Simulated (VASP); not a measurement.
Input of a VASP 6.6.1 run:

File INCAR:

```
PREC     = Accurate       # precision mode
ENCUT    = 600            # plane-wave cutoff, eV
EDIFF    = 1E-6           # SCF threshold, eV
ISMEAR   = 0              # smearing method
SIGMA    = 0.02           # smearing width, eV
LREAL    = F              # projectors in reciprocal space
LASPH    = T              # aspherical terms in the spheres
NELM     = 80             # most SCF steps
ALGO     = Normal         # electronic algorithm
ISIF     = 3              # what is computed and relaxed
LWAVE    = F              # write WAVECAR
LCHARG   = F              # write CHGCAR
METAGGA  = R2SCAN         # meta-GGA
LMIXTAU  = T            
IBRION   = 2              # ionic algorithm
NSW      = 40             # ionic steps
EDIFFG   = -0.01          # ionic threshold
```

KPOINTS

```
Automatic mesh
0
Gamma
  8 8 8
```

The input POSCAR:

```
ZnSe
1.0
    0.0000000000      2.8324425400      2.8324425400
    2.8324425400      0.0000000000      2.8324425400
    2.8324425400      2.8324425400      0.0000000000
Zn Se
1 1
Direct
    0.0000000000      0.0000000000      0.0000000000
    0.2500000000      0.2500000000      0.2500000000
```

Potentials or basis: VASP PAW PBE potentials, release 64 (Zn, Se).

Run with:

```console
$ cat potpaw_PBE.64/Zn/POTCAR potpaw_PBE.64/Se/POTCAR > POTCAR
$ mpirun -np 1 vasp_std > vasp.out
```

Predict the relaxed volume.

22.75 Å³/atom.

Estimate the band gap on the k mesh.

1.87 eV, direct.

What does it give for the space group after relaxing (to 0.05 Å)?

F-43m (No. 216).

Final structure:
```
Zn Se
1.0
     0.00000    2.83359    2.83359
     2.83359    0.00000    2.83359
     2.83359    2.83359    0.00000
Zn Se
1 1
Direct
  0.00000 0.00000 0.00000
  0.25000 0.25000 0.25000
```

Caveat: the PAW data sets were made with another functional, which shifts forces and pressure a little. r2SCAN opens gaps a little over a GGA but as a rule still falls short of measured ones.
